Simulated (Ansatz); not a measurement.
# Si: one candidate of a structure search, part 2 of 3

Aim: relax a trial structure of Si and see where it ends, then test the end with a random kick.

Ansatz 0.2.0; DFT PBE, scalar-relativistic, plane waves, PAW. Earlier steps stand in the parts before.

### Step 4. Final relaxation

The end of the coarse run is made exact in the group found at a tolerance of 0.06 Å and reduced to its primitive cell.

File input.yaml:

```yaml
crystal:
  lattice:
    - [1.8372807072, -4.6457036482, 0.0]
    - [1.8372807072, 4.6457036482, 0.0]
    - [0.0, 0.0, 3.6081116569]
  atoms:
    - { symbol: Si, position: [0.6715458502, 0.3284541498, 0.5] }
    - { symbol: Si, position: [0.3284541498, 0.6715458502, 0.5] }
    - { symbol: Si, position: [0.5, 0.5, 0.0] }
basis:
  ecutwfc: 420
kpoints:
  mp_grid: { grid: [14, 14, 14] }
hamiltonian:
  xc: pbe
scf:
  occupations: { method: gaussian, width: 0.1 }
output:
  forces: true
  stress: true
  eigenvalues: true
relax:
  adjacent_minimum: "off"
  f_tol: 0.01
  max_steps: 80
  cell: { stress_tol: 0.05 }
```

Started as:

```console
ansatz run input.yaml --threads 1 --pin off --max-ram 2560MiB --backend cpu --events-out ev --progress --plain --runs-dir out
```

The program printed, shortened:

```text
Warning: RAYON_NUM_THREADS=1 ignored (pool sized by the plan → 1); use --threads N
[...]
Pseudopotentials: kind: paw
Pseudopotential: Si, paw, valence charge 4, recommended cutoff 420 eV (normal), Si.paw.azcp
Functional definition: PBE
[...]
Crystal: 3 atoms, lattice volume = 61.594 Å³
Basis set: ecut = 420 eV, 1209 PW (Γ), exchange–correlation on 72×72×50 points (8 copies of the dense FFT grid, shifted against one another)
[...]
  cell:  # Å, volume = 61.5829 Å³
    - [1.8376988399175347, -4.63471350059966, 4.7680332086973905e-33]
    - [1.8376988399175347, 4.63471350059966, 3.833480901911137e-33]
    - [8.445966696285044e-33, -3.6291263148099793e-34, 3.6152054824224655]
  atoms:
    - { symbol: Si, position: [0.6714120045550231, 0.32858799544497674, 0.4999999999999999] }
    - { symbol: Si, position: [0.32858799544497674, 0.6714120045550231, 0.4999999999999999] }
    - { symbol: Si, position: [0.5, 0.5, 5.615787393337757e-35] }
```

Wall time 59 s (1 thread of Intel Xeon Platinum 8488C (Sapphire Rapids), shared host); peak memory 0.72 GiB.

Step by step:

| step | E - E(step 1) (eV/cell) | largest force component (eV/Å) | pressure (GPa) | volume (Å³) |
| --- | --- | --- | --- | --- |
| 1 | 0.0000 | 0.0152 | -0.04 | 61.59 |
| 2 | -0.0002 | 0.0074 | -0.03 | 61.59 |
| 3 | -0.0002 | 0.0000 | -0.01 | 61.58 |
| 4 | -0.0002 | 0.0000 | -0.01 | 61.58 |

Step 1 is the start. Step 4 repeats the geometry before it on a plane-wave basis chosen anew for that cell, so its energy need not be comparable with the rows above.

Lengths and angles in the start's conventional setting:

|  | before | after | change |
| --- | --- | --- | --- |
| a (Å) | 3.675 | 3.675 | 0.0 % |
| b (Å) | 9.291 | 9.269 | -0.2 % |
| c (Å) | 3.608 | 3.615 | +0.2 % |
| volume (Å³/atom) | 20.53 | 20.53 | 0.0 % |
| shortest distance (Å) | 2.345 | 2.345 | 0.0 % |
| space group (0.01 Å) | Cmmm | Cmmm | same |

The run keeps the 8 symmetry operations of the start, so it could not have lowered the symmetry.

### Step 5. Reference for the kick test

File input.yaml:

```yaml
crystal:
  lattice:
    - [0.0, 0.0, 3.6152054824]
    - [1.8376988399, -4.6347135006, 0.0]
    - [5.5130965198, 4.6347135006, 0.0]
  atoms:
    - { symbol: Si, position: [0.5, 0.5071180068, 0.1642939977] }
    - { symbol: Si, position: [0.5, 0.0071180068, 0.6642939977] }
    - { symbol: Si, position: [0.5, 0.9928819932, 0.3357060023] }
    - { symbol: Si, position: [0.5, 0.4928819932, 0.8357060023] }
    - { symbol: Si, position: [0.0, 0.25, 0.25] }
    - { symbol: Si, position: [0.0, 0.75, 0.75] }
basis:
  ecutwfc: 420
kpoints:
  mp_grid: { grid: [6, 6, 4] }
hamiltonian:
  xc: pbe
scf:
  occupations: { method: gaussian, width: 0.2 }
  lower_state_search: "off"
output:
  forces: true
  stress: true
  eigenvalues: true
```

Started as:

```console
ansatz run input.yaml --threads 1 --pin off --max-ram 2560MiB --backend cpu --events-out ev --progress --plain --runs-dir out
```

The program printed, shortened:

```text
[...]
SCF converged after 6 iterations
Free energy (F): -3812.041851 eV
[...]
E sigma→0 (E₀):  -3812.018283 eV
Entropy (-TS):   -0.047135 eV (-7.856 meV/atom)
Fermi energy:    6.064839 eV
[...]
--- Forces (eV/Å), atoms counted from 1 ---
  atom   1  Si    -0.00704026    -0.01352784    -0.00000000
  atom   2  Si    -0.00704026    -0.01352784    -0.00000000
  atom   3  Si     0.00704026     0.01352784     0.00000000
[...]
--- Stress (GPa, compression-positive) ---
        0.022245      -0.013508       0.000000
       -0.013508      -0.210654       0.000000
        0.000000       0.000000       0.195882
  P = ⅓ Tr σ = 0.0025 GPa (0.025 kbar)
--- Band table (eV; the first three rows and the last of 56) ---
  k-point 0: bands = ["-6.0228", "-4.4425", "-2.1891", "-0.1681", "0.2609", "0.5572", "2.0990", "3.9034", "4.8954", "4.9093", "5.7314", "6.4918", "7.1808", "7.6763", "7.9902", "8.4670", "9.1188", "9.1568"]
[...]
```

It took 5.5 s on 1 thread of Intel Xeon Platinum 8488C (Sapphire Rapids), shared host; peak memory 0.52 GiB.

The cell holds 6 atoms, 2 times the relaxed one.

### Step 6. Random kick, then relaxation

Atoms are moved at random (σ = 0.15 Å a coordinate) and the cell is strained at random (σ = 1.5 % a component).

File input.yaml:

```yaml
crystal:
  lattice:
    - [0.0337821217, -0.0757066952, 3.645663483]
    - [1.8266244668, -4.5746991974, 0.1142286961]
    - [5.5703768019, 4.6105844783, -0.0455395262]
  atoms:
    - { symbol: Si, position: [0.5367910672, 0.4573217512, 0.1332269669] }
    - { symbol: Si, position: [0.4832242958, 0.0168471044, 0.6566024407] }
    - { symbol: Si, position: [0.5420227886, 1.0305971055, 0.3489853647] }
    - { symbol: Si, position: [0.5537665873, 0.4539128628, 0.8269573118] }
    - { symbol: Si, position: [-0.0649072762, 0.2450514178, 0.2508621391] }
    - { symbol: Si, position: [-0.0508974626, 0.7962697583, 0.7833657769] }
basis:
  ecutwfc: 420
kpoints:
  mp_grid: { grid: [6, 6, 4] }
hamiltonian:
  xc: pbe
scf:
  occupations: { method: gaussian, width: 0.2 }
  lower_state_search: "off"
output:
  forces: true
  stress: true
  eigenvalues: true
relax:
  adjacent_minimum: "off"
  f_tol: 0.025
  max_steps: 60
  cell: { stress_tol: 0.25 }
```

Started as:

```console
ansatz run input.yaml --threads 1 --pin off --max-ram 2560MiB --backend cpu --events-out ev --progress --plain --runs-dir out
```

The program printed:

```text
Warning: RAYON_NUM_THREADS=1 ignored (pool sized by the plan → 1); use --threads N
Engine: ansatz 0.2.0, x86_64-unknown-linux-gnu
Pseudopotentials: kind: paw
Pseudopotential: Si, paw, valence charge 4, recommended cutoff 420 eV (normal), Si.paw.azcp
Functional definition: PBE
  parameter kappa = 0.804
  parameter beta = 0.06672455060314922
  exchange = pbe_x(kappa = kappa, mu = beta*pi^2/3)
  correlation = pbe_c(beta = beta)
Crystal: 6 atoms, lattice volume = 123.540 Å³
Basis set: ecut = 420 eV, 2407 PW (Γ), exchange–correlation on 50×72×100 points (8 copies of the dense FFT grid, shifted against one another)
Bands: 18, of which v1, the nominal top of the filled ones, is band 12 counted from 1 (11 counted from 0)
Symmetry: 1 space group operations
Space group: P1 (ITA 1), of the structure as read, at distance tolerance 5.0e-5 Å
k-points: 76 of 144 (time reversal used)
Non-local potential: Si, projectors of the file, l = 0: 2, l = 1: 2, l = 2: 2
PAW form: soft (Blöchl's): semilocal exchange-correlation on the pseudo side does not see the compensation charge
PAW one-centre angular grid: Si, 110 points (default); XC on 64 Gauss nodes
Initial density: superposition of atomic densities (neutral atoms: chi_scale 0, normalization atom), corrected by the library's trained network
Initial wavefunctions: pseudopotential atomic-orbital guess
Functional: x = pbe(κ = 0.804, μ = 0.2195149727645171), c = pbe(β = 0.06672455060314922)
SCF iter   1: F=—  HF=-3809.855642 eV  |F-HF|=—  |Δ(HF+E_count)|=         —  Δρ=2.39e-3  dr2=1.28e-2  ethr=1.77e-3  ⟨swp⟩=6.5  Hψ=8596  notcnv=0
preconditioner: auto → Kerker (q_TF=auto, 2.076 Å⁻¹)  [metal: Δε(μ)=0.033 eV  Ē_g=7.286 eV  σ=0.200 eV  W_gap=0.09  n_scr=18 (ndim 8)  ℏωp=16.4 eV  f_vac=0.000  D(μ)=2.42/eV (n_scr^D=12)]
SCF iter   2: F=—  HF=-3809.855705 eV  |F-HF|=—  |Δ(HF+E_count)|=   6.35e-5  Δρ=1.36e-3  dr2=3.24e-3  ethr=5.32e-5  ⟨swp⟩=1.1  Hψ=2056  notcnv=0
SCF iter   3: F=—  HF=-3809.855676 eV  |F-HF|=—  |Δ(HF+E_count)|=   2.95e-5  Δρ=2.55e-4  dr2=1.27e-4  ethr=1.35e-5  ⟨swp⟩=2.2  Hψ=2074  notcnv=0
SCF iter   4: F=—  HF=-3809.855681 eV  |F-HF|=—  |Δ(HF+E_count)|=   5.04e-6  Δρ=7.81e-5  dr2=1.03e-5  ethr=5.30e-7  ⟨swp⟩=2.0  Hψ=2186  notcnv=0
SCF iter   5: F=—  HF=-3809.855668 eV  |F-HF|=—  |Δ(HF+E_count)|=   1.34e-5  Δρ=1.54e-5  dr2=4.50e-7  ethr=4.31e-8  ⟨swp⟩=2.9  Hψ=2323  notcnv=0
SCF iter   6: F=-3809.855668 eV  HF=-3809.855668 eV  |F-HF|=3.57e-9  |Δ(HF+E_count)|=   2.51e-7  Δρ=4.62e-6  dr2=5.07e-8  ethr=4.17e-10  ⟨swp⟩=7.6  Hψ=6846  notcnv=0
SCF 1 converged in 6 iterations: F = -3809.855668 eV  dr2 = 5.07e-8
relax step   1: F+E_penalty+E_count = -3809.85566779 eV  Δ(F+E_penalty+E_count) = +0.000e0 eV  max|allowed force component| = 6.199e0 eV/Å  Δτ_max = 0.0000 Å  P = +7.460 GPa  Ω = 123.540 Å³  (6 SCF iters, dr2 threshold 1.00e-7 eV, accepted)
Crystal: 6 atoms, lattice volume = 120.807 Å³
Basis set: ecut = 420 eV, 2327 PW (Γ), exchange–correlation on 50×72×100 points (8 copies of the dense FFT grid, shifted against one another)
Initial density: handed on by an earlier stage of this run
Initial wavefunctions: those handed on with the density
iter 1 solved again at ethr=1.73e-3 eV; its pass at ethr=3.10e-3 eV (dr2=4.16e-1 eV) is discarded
SCF iter   1: F=—  HF=-3811.926211 eV  |F-HF|=—  |Δ(HF+E_count)|=         —  Δρ=1.43e-2  dr2=4.27e-1  ethr=1.73e-3  ⟨swp⟩=1.0  Hψ=10173  notcnv=0
preconditioner: auto → Kerker (q_TF=auto, 2.084 Å⁻¹)  [metal: Δε(μ)=0.028 eV  Ē_g=7.388 eV  σ=0.200 eV  W_gap=0.08  n_scr=18 (ndim 8)  ℏωp=16.6 eV  f_vac=0.000  D(μ)=2.03/eV (n_scr^D=6)]
SCF iter   2: F=—  HF=-3811.836195 eV  |F-HF|=—  |Δ(HF+E_count)|=   9.00e-2  Δρ=7.60e-3  dr2=1.13e-1  ethr=1.73e-3  ⟨swp⟩=1.0  Hψ=1368  notcnv=0
SCF iter   3: F=—  HF=-3811.806624 eV  |F-HF|=—  |Δ(HF+E_count)|=   2.96e-2  Δρ=8.22e-4  dr2=1.13e-3  ethr=4.73e-4  ⟨swp⟩=2.6  Hψ=2157  notcnv=0
SCF iter   4: F=—  HF=-3811.806763 eV  |F-HF|=—  |Δ(HF+E_count)|=   1.40e-4  Δρ=2.65e-4  dr2=1.80e-4  ethr=4.69e-6  ⟨swp⟩=2.3  Hψ=2181  notcnv=0
SCF iter   5: F=—  HF=-3811.806800 eV  |F-HF|=—  |Δ(HF+E_count)|=   3.64e-5  Δρ=6.55e-5  dr2=1.32e-5  ethr=7.51e-7  ⟨swp⟩=2.1  Hψ=2106  notcnv=0
SCF iter   6: F=—  HF=-3811.806803 eV  |F-HF|=—  |Δ(HF+E_count)|=   3.35e-6  Δρ=1.52e-5  dr2=7.53e-7  ethr=5.49e-8  ⟨swp⟩=2.7  Hψ=2232  notcnv=0
SCF iter   7: F=-3811.806803 eV  HF=-3811.806803 eV  |F-HF|=1.02e-8  |Δ(HF+E_count)|=   1.88e-7  Δρ=4.66e-6  dr2=4.77e-8  ethr=2.50e-9  ⟨swp⟩=6.6  Hψ=7223  notcnv=0
SCF 2 converged in 7 iterations: F = -3811.806803 eV  dr2 = 4.77e-8
relax step   2: F+E_penalty+E_count = -3811.80680336 eV  Δ(F+E_penalty+E_count) = -1.951e0 eV  max|allowed force component| = 2.108e0 eV/Å  Δτ_max = 0.1947 Å  P = +2.419 GPa  Ω = 120.807 Å³  energy of the carried Pulay correction = +3.733e-4 eV  (7 SCF iters, dr2 threshold 6.00e-7 eV, accepted)
Crystal: 6 atoms, lattice volume = 119.401 Å³
Basis set: ecut = 420 eV, 2305 PW (Γ), exchange–correlation on 50×72×100 points (8 copies of the dense FFT grid, shifted against one another)
iter 1 solved again at ethr=9.41e-4 eV; its pass at ethr=3.10e-3 eV (dr2=2.26e-1 eV) is discarded
SCF iter   1: F=—  HF=-3812.453993 eV  |F-HF|=—  |Δ(HF+E_count)|=         —  Δρ=9.62e-3  dr2=2.38e-1  ethr=9.41e-4  ⟨swp⟩=1.0  Hψ=9860  notcnv=0
preconditioner: auto → Kerker (q_TF=auto, 2.088 Å⁻¹)  [metal: Δε(μ)=0.041 eV  Ē_g=7.486 eV  σ=0.200 eV  W_gap=0.12  n_scr=18 (ndim 8)  ℏωp=16.6 eV  f_vac=0.000  D(μ)=1.49/eV (n_scr^D=6)]
SCF iter   2: F=—  HF=-3812.414587 eV  |F-HF|=—  |Δ(HF+E_count)|=   3.94e-2  Δρ=5.21e-3  dr2=6.75e-2  ethr=9.41e-4  ⟨swp⟩=1.0  Hψ=1368  notcnv=0
SCF iter   3: F=—  HF=-3812.400485 eV  |F-HF|=—  |Δ(HF+E_count)|=   1.41e-2  Δρ=6.70e-4  dr2=1.29e-3  ethr=2.81e-4  ⟨swp⟩=2.5  Hψ=2030  notcnv=0
SCF iter   4: F=—  HF=-3812.400564 eV  |F-HF|=—  |Δ(HF+E_count)|=   7.96e-5  Δρ=2.27e-4  dr2=1.88e-4  ethr=5.40e-6  ⟨swp⟩=2.5  Hψ=2340  notcnv=0
SCF iter   5: F=—  HF=-3812.400616 eV  |F-HF|=—  |Δ(HF+E_count)|=   5.12e-5  Δρ=7.08e-5  dr2=1.50e-5  ethr=7.81e-7  ⟨swp⟩=2.7  Hψ=2236  notcnv=0
SCF iter   6: F=-3812.400622 eV  HF=-3812.400622 eV  |F-HF|=1.40e-7  |Δ(HF+E_count)|=   6.53e-6  Δρ=1.24e-5  dr2=2.94e-7  ethr=2.50e-9  ⟨swp⟩=5.9  Hψ=8493  notcnv=0
SCF 3 converged in 6 iterations: F = -3812.400622 eV  dr2 = 2.94e-7
relax step   3: F+E_penalty+E_count = -3812.40062227 eV  Δ(F+E_penalty+E_count) = -5.938e-1 eV  max|allowed force component| = 1.291e0 eV/Å  Δτ_max = 0.1949 Å  P = +1.916 GPa  Ω = 119.401 Å³  energy of the carried Pulay correction = +5.687e-4 eV  (6 SCF iters, dr2 threshold 6.00e-7 eV, accepted)
[... from here on, the SCF cycles and remarks between the steps are left out ...]
relax step   4: F+E_penalty+E_count = -3812.83804186 eV  Δ(F+E_penalty+E_count) = -4.374e-1 eV  max|allowed force component| = 8.542e-1 eV/Å  Δτ_max = 0.1952 Å  P = +0.786 GPa  Ω = 119.954 Å³  energy of the carried Pulay correction = +4.916e-4 eV  (6 SCF iters, dr2 threshold 6.00e-7 eV, accepted)
relax step   5: F+E_penalty+E_count = -3813.02784015 eV  Δ(F+E_penalty+E_count) = -1.898e-1 eV  max|allowed force component| = 5.039e-1 eV/Å  Δτ_max = 0.1531 Å  P = -0.475 GPa  Ω = 123.065 Å³  energy of the carried Pulay correction = +6.421e-5 eV  (6 SCF iters, dr2 threshold 6.00e-7 eV, accepted)
relax step   6: F+E_penalty+E_count = -3812.85206309 eV  Δ(F+E_penalty+E_count) = +1.758e-1 eV  max|allowed force component| = 2.627e0 eV/Å  Δτ_max = 0.1844 Å  P = +1.216 GPa  Ω = 122.009 Å³  energy of the carried Pulay correction = +2.080e-4 eV  (6 SCF iters, dr2 threshold 6.00e-7 eV, rejected (line search))
relax step   7: F+E_penalty+E_count = -3813.10849427 eV  Δ(F+E_penalty+E_count) = -8.065e-2 eV  max|allowed force component| = 2.938e-1 eV/Å  Δτ_max = 0.0918 Å  P = -0.966 GPa  Ω = 123.486 Å³  energy of the carried Pulay correction = +7.280e-6 eV  (9 SCF iters, accepted)
relax step   8: F+E_penalty+E_count = -3813.13123755 eV  Δ(F+E_penalty+E_count) = -2.274e-2 eV  max|allowed force component| = 9.470e-2 eV/Å  Δτ_max = 0.0703 Å  P = +0.351 GPa  Ω = 120.952 Å³  energy of the carried Pulay correction = +3.533e-4 eV  (6 SCF iters, dr2 threshold 6.00e-7 eV, accepted)
relax step   9: F+E_penalty+E_count = -3813.10268128 eV  Δ(F+E_penalty+E_count) = +2.856e-2 eV  max|allowed force component| = 1.385e-1 eV/Å  Δτ_max = 0.0371 Å  P = -0.538 GPa  Ω = 122.546 Å³  energy of the carried Pulay correction = +1.348e-4 eV  (6 SCF iters, dr2 threshold 6.00e-7 eV, rejected (line search))
relax step  10: F+E_penalty+E_count = -3813.13571532 eV  Δ(F+E_penalty+E_count) = -4.478e-3 eV  max|allowed force component| = 1.117e-2 eV/Å  Δτ_max = 0.0130 Å  P = +0.009 GPa  Ω = 121.555 Å³  energy of the carried Pulay correction = +2.703e-4 eV  (8 SCF iters, accepted)
Basis set: ecut = 420 eV, 2363 PW (Γ), exchange–correlation on 50×72×96 points (8 copies of the dense FFT grid, shifted against one another)
Initial wavefunctions: pseudopotential atomic-orbital guess (no wavefunctions were taken with the density)
iter 1 solved again at ethr=1.23e-7 eV; its pass at ethr=3.10e-3 eV (dr2=2.95e-5 eV) is discarded
SCF iter   1: F=—  HF=-3813.136425 eV  |F-HF|=—  |Δ(HF+E_count)|=         —  Δρ=5.30e-5  dr2=2.88e-7  ethr=1.23e-7  ⟨swp⟩=3.2  Hψ=12706  notcnv=0
preconditioner: auto → Kerker (q_TF=auto, 2.082 Å⁻¹)  [metal: Δε(μ)=0.045 eV  Ē_g=7.524 eV  σ=0.200 eV  W_gap=0.12  n_scr=18 (ndim 8)  ℏωp=16.5 eV  f_vac=0.001  D(μ)=1.34/eV (n_scr^D=6)]
SCF iter   2: F=—  HF=-3813.136434 eV  |F-HF|=—  |Δ(HF+E_count)|=   8.76e-6  Δρ=2.80e-5  dr2=8.12e-8  ethr=1.20e-9  ⟨swp⟩=2.0  Hψ=2284  notcnv=0
SCF iter   3: F=-3813.136436 eV  HF=-3813.136436 eV  |F-HF|=7.44e-10  |Δ(HF+E_count)|=   1.68e-6  Δρ=9.69e-7  dr2=5.03e-10  ethr=6.25e-12  ⟨swp⟩=5.8  Hψ=8195  notcnv=0
SCF 11 converged in 3 iterations: F = -3813.136436 eV  dr2 = 5.03e-10
relax step  11: F+E_penalty+E_count = -3813.13643553 eV  Δ(F+E_penalty+E_count) = -7.202e-4 eV  max|allowed force component| = 1.109e-2 eV/Å  Δτ_max = 0.0000 Å  P = +0.014 GPa  Ω = 121.555 Å³  stress off target by 3.70e-2 GPa  SCF on the basis re-selected at this cell (its energy is not comparable with the rows above)  (3 SCF iters)
basis re-selected at this cell: Δ(F+E_penalty+E_count) = -7.202e-4 eV, ΔP = +0.005 GPa vs the last step (what re-selecting the basis moved, of the pressure what is left beyond the Pulay correction that the steps carried, after the strain that the cell walked since its last selection, with what the two solves' SCF thresholds leave and, on support functions, any second-order correction that the steps lacked; it is no measure of the basis error at this ecutwfc). The dense FFT grid was sized anew with the basis: this SCF ran on 25×36×48 points, the steps before it on 25×36×50, so part of this shift can come from that change (see relax.cell in the input reference). This SCF's stress stands 3.70e-2 GPa from its target on what of the cell is left free (relax.cell.stress_tol is 2.50e-1 GPa) and its largest allowed force component is 1.11e-2 eV/Å (relax.f_tol is 2.50e-2 eV/Å): within both
SCF converged after 3 iterations
Free energy (F): -3813.136436 eV
Harris-Foulkes:  -3813.136436 eV  (|F-HF|=7.44e-10)
Internal energy: -3813.109552 eV  (E = F + TS)
E sigma→0 (E₀):  -3813.122994 eV
Entropy (-TS):   -0.026883 eV (-4.481 meV/atom)
Fermi energy:    6.413335 eV
--- Per-component energies (eV) ---
  E_band       = 26.586763
  E_kinetic    = 239.524417
  E_local      = -198.632948  (includes V_loc(G=0)·N_el)
  E_nonlocal   = 154.995411
  E_hartree    = 61.930961
  E_xc         = -330.418791
  E_vxc        = -279.440774  (∫ρ·V_xc dr)
  E_paw        = -3075.466207  (= ΣΔE_a)
  E_vpaw       = -13.721215  (= ΣTr[D̂ρ^β])
  E_aug_tail   = 0.000039  (compensation charges beyond the density's cutoff)
  E_ewald      = -665.042434
  E_smearing   = -0.026883  (= −TS)
  E_closure    = -0.000000  (closes the sum)
  Σ components = -3813.136436   (vs F -3813.136436, Δ=0.00e0)
--- Forces (eV/Å), atoms counted from 1 ---
  atom   1  Si    -0.00396723    -0.00158952     0.00624464
  atom   2  Si    -0.00263530     0.00679368    -0.00293318
  atom   3  Si     0.00629469    -0.00892133     0.00221733
  atom   4  Si     0.00270989    -0.00368420    -0.00341982
  atom   5  Si    -0.01109191     0.01102385    -0.00044062
  atom   6  Si     0.00868979    -0.00362263    -0.00166838
  max |Σ_I F_I| component: 1.49e-7 eV/Å
--- Stress (GPa, compression-positive) ---
       -0.008585      -0.010105       0.008230
       -0.010105       0.015119      -0.000852
        0.008230      -0.000852       0.035150
  P = ⅓ Tr σ = 0.0139 GPa (0.139 kbar)
--- Band table (eV; the first three rows and the last of 76) ---
  k-point 0: bands = ["-6.0704", "-3.8803", "-1.9659", "-0.5788", "0.0833", "1.2649", "2.2818", "3.9203", "4.6962", "5.4010", "5.4843", "7.2809", "7.4099", "7.9688", "8.0345", "8.7381", "9.4893", "10.0551"]
  k-point 1: bands = ["-5.9379", "-4.3684", "-1.3955", "-0.6380", "0.2707", "1.4163", "2.3649", "3.6428", "4.0218", "4.8355", "5.2299", "7.3407", "7.4945", "8.2927", "8.6273", "9.0537", "9.2261", "10.1109"]
  k-point 2: bands = ["-5.7365", "-4.8144", "-0.8606", "-0.8338", "0.8235", "1.5977", "2.3889", "2.4522", "4.1671", "4.6038", "4.9553", "6.8655", "7.7057", "8.4528", "8.6270", "8.9273", "10.4046", "10.9513"]
  k-point 75: bands = ["-3.0251", "-2.5092", "-2.0523", "-1.7046", "-0.7696", "-0.6668", "0.9138", "2.6189", "2.8565", "4.2067", "5.0684", "5.2024", "7.1780", "8.1031", "8.3260", "9.1585", "9.6526", "9.6578"]
--- Relaxed structure (10 steps of the walk, 8 accepted, 1 SCFs on fresh bases) ---
  F+E_penalty+E_count = -3813.13643553 eV   max|allowed force component| = 1.109e-2 eV/Å   (the final SCF, on the basis selected at the relaxed cell)
  cell:  # Å, volume = 121.5546 Å³
    - [0.0022179064338441606, 0.0006120164441860698, 3.627228825607435]
    - [2.0797773687056504, -4.5560070819239185, 0.00011124959001469759]
    - [5.4263991299811, 4.225915190224798, -0.0036731740842474783]
  atoms:
    - { symbol: Si, position: [0.49916163079689596, 0.46740969312008324, 0.16523285046460479] }
    - { symbol: Si, position: [0.5006836887833844, 0.06362293973908084, 0.6749374782147726] }
    - { symbol: Si, position: [0.4993699234002545, 0.9362898763589057, 0.3249518549209654] }
    - { symbol: Si, position: [0.5007416856673479, 0.532498188727975, 0.8349308752030058] }
    - { symbol: Si, position: [-0.0006210348209311213, 0.1369941633319729, 0.16932983333637078] }
    - { symbol: Si, position: [0.0006641062730487637, 0.8631851387219828, 0.8306171079602814] }
```

Run time: 2.2 min. Hardware: 1 thread of Intel Xeon Platinum 8488C (Sapphire Rapids), shared host; peak memory 0.57 GiB.

The steps of the relaxation:

| step | energy from step 1 (eV/cell) | largest force component (eV/Å) | pressure (GPa) | volume (Å³) |
| --- | --- | --- | --- | --- |
| 1 | 0.0000 | 6.1987 | 7.46 | 123.54 |
| 2 | -1.9511 | 2.1081 | 2.42 | 120.81 |
| 3 | -2.5450 | 1.2912 | 1.92 | 119.40 |
| 4 | -2.9824 | 0.8542 | 0.79 | 119.95 |
| 5 | -3.1722 | 0.5039 | -0.48 | 123.07 |
| 6 | -2.9964 | 2.6270 | 1.22 | 122.01 |
| 7 | -3.2528 | 0.2938 | -0.97 | 123.49 |
| 8 | -3.2756 | 0.0947 | 0.35 | 120.95 |
| 9 | -3.2470 | 0.1385 | -0.54 | 122.55 |
| 10 | -3.2800 | 0.0112 | 0.01 | 121.55 |
| 11 | -3.2808 | 0.0111 | 0.01 | 121.55 |

Step 1 is the start. Step 11 repeats the geometry before it on a plane-wave basis chosen anew for that cell, so its energy need not be comparable with the rows above. Steps 6, 9 were tried and not accepted.

|  | before | after | change |
| --- | --- | --- | --- |
| a (Å) | 3.647 | 3.627 | -0.5 % |
| b (Å) | 4.927 | 5.008 | +1.6 % |
| c (Å) | 7.231 | 6.878 | -4.9 % |
| α (°) | 107.85 | 103.37 | -4.2 % |
| β (°) | 90.71 | 90.00 | -0.8 % |
| γ (°) | 87.37 | 89.99 | +3.0 % |
| volume (Å³/atom) | 20.59 | 20.26 | -1.6 % |
| shortest distance (Å) | 2.073 | 2.343 | +13.0 % |
| space group (0.01 Å) | P1 | P-1 | changed |

Change from the reference: -184.1 meV/atom, -1.3 % in volume. At a tolerance of 0.1 Å, which suits this loose relaxation, its space group is P2/m. The end is relaxed again on a finer mesh, to see whether the gain is real. In a metal a coarse mesh leaves noise of tens of meV/atom between unlike cells.

(Continued in part 3 of 3.)
